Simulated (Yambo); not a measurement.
# TePb (Fm-3m) in Yambo: notebook, part 4 of 4

Yambo 5.3.0. Earlier steps stand in the parts before.

## (6) G0W0 quasiparticle levels, PBE

g0w00.in

```
gw0
dyson
el_el_corr
rim_cut
HF_and_locXC
ppa
em1d
RandQpts= 1000000
RandGvec= 50 RL
EXXRLvcs= 42 Ry
VXCRLvcs= 42 Ry
Chimod= "HARTREE"
% BndsRnXp
 1 | 65 |
%
NGsBlkXp= 3 Ry
% LongDrXp
 1 | 1 | 1 |
%
PPAPntXp= 27.21138 eV
% GbndRnge
 1 | 65 |
%
GTermKind= "BG"
DysSolver= "n"
ExtendOut
% QPkrange
 1 | 8 | 13 | 20 |
%
```

scf.in

```
&CONTROL
  calculation = 'scf'
  prefix = 'pwscf'
  outdir = './tmp'
  pseudo_dir = './pseudo'
/
&SYSTEM
  ibrav = 0
  nat = 2
  ntyp = 2
  ecutwfc = 42
  nbnd = 22
  occupations = 'smearing'
  smearing = 'fd'
  degauss = 0.00367493
  force_symmorphic = .true.
/
&ELECTRONS
  conv_thr = 4d-10
  electron_maxstep = 120
  mixing_beta = 0.5
/
ATOMIC_SPECIES
Pb   207.2000 Pb_ONCV_PBE-1.2.upf
Te   127.6000 Te_ONCV_PBE-1.2.upf
CELL_PARAMETERS angstrom
   0.0000000000    3.2310000000    3.2310000000
   3.2310000000    0.0000000000    3.2310000000
   3.2310000000    3.2310000000    0.0000000000
ATOMIC_POSITIONS crystal
Pb     0.0000000000    0.0000000000    0.0000000000
Te     0.5000000000    0.5000000000    0.5000000000
K_POINTS automatic
8 8 8 0 0 0
```

nscf.in

```
&CONTROL
  calculation = 'nscf'
  prefix = 'pwscf'
  outdir = './tmp'
  pseudo_dir = './pseudo'
/
&SYSTEM
  ibrav = 0
  nat = 2
  ntyp = 2
  ecutwfc = 42
  nbnd = 65
  occupations = 'fixed'
  force_symmorphic = .true.
/
&ELECTRONS
  conv_thr = 1d-08
  diago_full_acc = .true.
  diago_thr_init = 1d-06
/
ATOMIC_SPECIES
Pb   207.2000 Pb_ONCV_PBE-1.2.upf
Te   127.6000 Te_ONCV_PBE-1.2.upf
CELL_PARAMETERS angstrom
   0.0000000000    3.2310000000    3.2310000000
   3.2310000000    0.0000000000    3.2310000000
   3.2310000000    3.2310000000    0.0000000000
ATOMIC_POSITIONS crystal
Pb     0.0000000000    0.0000000000    0.0000000000
Te     0.5000000000    0.5000000000    0.5000000000
K_POINTS automatic
4 4 4 0 0 0
```

Potentials or basis: SG15 PBE 1.2.

Launch:

```sh
> OMP_NUM_THREADS=1 pw.x -in scf.in > scf.out
> OMP_NUM_THREADS=1 pw.x -in nscf.in > nscf.out
> cd tmp/pwscf.save; p2y; mv SAVE ../..; cd ../..
> OMP_NUM_THREADS=1 yambo
> OMP_NUM_THREADS=1 yambo -F g0w00.in -J g0w00 -C g0w00_out
```

Yambo's report:

```text
[... sections 02.01 to 02.04 as in the set-up run ...]

  [02.05] Energies & Occupations
  ==============================

  [X] === General ===
  [X] Electronic Temperature                        :  0.000000  0.000000 [eV K]
  [X] Bosonic    Temperature                        :  0.000000  0.000000 [eV K]
  [X] Finite Temperature mode                       : no
  [X] El. density                                   :  0.44471E+24 [cm-3]
  [X] Fermi Level                                   :  9.798824 [eV]

  [X] === Gaps and Widths ===
  [X] Conduction Band Min                           :  0.735314 [eV]
  [X] Valence Band Max                              :  0.000000 [eV]
  [X] Filled Bands                                  :  15
  [X] Empty Bands                                   :   16   65
  [X] Direct Gap                                    :  0.735314 [eV]
[... 408 lines left out ...]
   wavefunctions                                    : Perdew, Burke & Ernzerhof(X)+Perdew, Burke & Ernzerhof(C)
   QP tot states                                    :   64
   GW solver                                        : Newton
   GW approximation                                 : PPA
   PPA imaginary Energy                             :  27.21138 ev
   RIM G`s                                          :   51
   RIM random pts                                   :  1000000
   dS/dw steps                                      :  2
   dS/dw step                                       :  0.100000 ev
   X G`s                                            :   59 used
   X G`s                                            :   59 disk
   X bands                                          :    1   65
   X poles                                          :  100.0000 o/o
   X e/h E range                                    : -1.000000 -1.000000 ev
   X Hxc Kernel                                     : HARTREE
   X BZ energy Double Grid                          : no
   X Optical Averaged directions                    : none
   Sc/G bands                                       :    1   65
   Sc/G damping                                     :  0.100000 ev
   Sc bands terminator                              : yes
   Sc terminator kind                               : BG
   Sc Terminator pole                               :  40.81708
   Sx RL components                                 :  2109

   QP @ state[ 1 ] K range                          :   1   8
   QP @ state[ 1 ] b range                          :  13  20
   GF energies kind                                 : Perdew, Burke & Ernzerhof(X)+Perdew, Burke & Ernzerhof(C)
   GF WF`s kind                                     : Perdew, Burke & Ernzerhof(X)+Perdew, Burke & Ernzerhof(C)
   Xs energies kind                                 : Perdew, Burke & Ernzerhof(X)+Perdew, Burke & Ernzerhof(C)
   Xs WF`s kind                                     : Perdew, Burke & Ernzerhof(X)+Perdew, Burke & Ernzerhof(C)
```

r_setup:

```text
[02] CORE Variables Setup
 =========================

  [02.01] Unit cells
  ==================

  Cell kind             :  FCC
  Atoms in the cell     :  Pb  Te
  number of Pb atoms    :  1
  number of Te atoms    :  1

[... 261 lines left out ...]
  =================

   [03.01.01] Sigma indexes
   ========================

   [WR./SAVE//ndb.kindx]-----------------------------------------------------------
    Fragmentation                                    : no
    Polarization last K ( bz)                        :   64
    Polarization last K (ibz)                        :   8
    QP states                                        :   1   8
    X grid is uniform                                : yes
    Grids (string)                                   :  X S
    Grids (int-vector)                               :  1  0  0  1
```

o-g0w00.qp:

```text
# GW solver                                       : Newton
# GW approximation                                : PPA
# PPA imaginary Energy                            :   27.2113800    [ev]
[... 93 lines left out ...]
         8                 19                 6.874606           6.590267          -0.284338          -10.62905          -6.592141          -4.399544          -4.321249          -7.497393           0.783988          -0.001661          -17.26326           38.12790
         8                 20                 6.874606           6.590244          -0.284361          -10.62905          -6.592146          -4.399539          -4.321267          -7.496389           0.784007          -0.002419          -16.93445           38.86822
#
```

It took 2.4 min on 1 thread of Arm Neoverse V1, shared host; peak memory 0.31 GiB.

Results:

```yaml
Band_gap_on_the_k_mesh_mean-field_level: 0.74 eV, direct
Quasiparticle_gap: 1.10 eV
Least_direct_quasiparticle_gap: 1.10 eV
Quasiparticle_gap_at_Γ: 5.90 eV
Band_gap_of_the_same_states_before_the_correction: 0.74 eV
```

Quasiparticle terms (eV):
```csv
k point,band,Kohn-Sham level,Vxc,Σx,Σc,Z,result
"(0.000, 0.000, 0.000)",13,-1.35,-11.85,-15.21,2.11,0.79,-2.34
"(0.000, 0.000, 0.000)",14,-1.35,-11.85,-15.21,2.11,0.79,-2.34
"(0.000, 0.000, 0.000)",15,-1.35,-11.85,-15.21,2.11,0.79,-2.34
"(0.000, 0.000, 0.000)",16,4.10,-11.20,-8.29,-3.59,0.79,3.56
"(0.000, 0.000, 0.000)",17,4.10,-11.20,-8.29,-3.59,0.79,3.56
"(0.000, 0.000, 0.000)",18,4.10,-11.20,-8.29,-3.59,0.79,3.56
"(0.000, 0.000, 0.000)",19,5.83,-8.48,-3.90,-4.46,0.80,5.92
"(0.000, 0.000, 0.000)",20,5.83,-8.48,-3.90,-4.47,0.80,5.91
"(0.000, 0.000, 0.250)",13,-1.19,-11.86,-14.95,1.91,0.79,-2.13
"(0.000, 0.000, 0.250)",14,-1.19,-11.86,-14.95,1.90,0.79,-2.13
"(0.000, 0.000, 0.250)",15,-0.66,-12.32,-14.60,1.22,0.80,-1.51
"(0.000, 0.000, 0.250)",16,2.13,-10.57,-8.18,-2.98,0.81,1.65
"(0.000, 0.000, 0.250)",17,2.46,-10.66,-8.25,-2.94,0.80,2.03
"(0.000, 0.000, 0.250)",18,2.46,-10.66,-8.25,-2.94,0.80,2.03
"(0.000, 0.000, 0.250)",19,5.99,-8.33,-3.94,-4.50,0.81,5.90
"(0.000, 0.000, 0.250)",20,6.94,-8.71,-3.89,-4.72,0.79,7.01
"(0.000, 0.000, -0.500)",13,-0.89,-12.05,-14.97,1.81,0.80,-1.78
"(0.000, 0.000, -0.500)",14,-0.89,-12.05,-14.97,1.81,0.80,-1.78
"(0.000, 0.000, -0.500)",15,0.00,-12.61,-14.56,0.94,0.80,-0.81
"(0.000, 0.000, -0.500)",16,0.74,-10.08,-7.86,-2.77,0.81,0.29
```

Caveat: the k mesh is coarse (spacing up to 0.42 Å⁻¹), so the values aren't converged; the potentials hold a filled d shell without the s and p states of that shell, which can shift GW gaps by tenths of an eV, either way; the screening block or the number of bands is too small for a converged GW gap; this version prints the column dSc/dw multiplied by 27.2; the terminator is approximate in this version, by hundredths of an eV; spin-orbit coupling is left out, which as a rule narrows the gap of such compounds by several tenths of an eV. A k mesh can miss the band edges.

## (7) Comparison with measurements

Step 2. Against the measured gap of TePb, 0.19 eV (direct; 4.2 K; a printed reference work, monograph), the calculated 0.66 eV is off by +0.47 eV. Spin-orbit coupling on Pb, Te is left out. The value is that of LDA on a finite k mesh, which can miss the band edges, without temperature or zero-point motion.

Step 3. Measured gap of TePb: 0.19 eV (direct; 4.2 K; a printed reference work, monograph). This calculation gives 0.66 eV (+0.47 eV). Spin-orbit coupling on Pb, Te is left out. The value is that of LDA on a finite k mesh, which can miss the band edges, without temperature or zero-point motion.
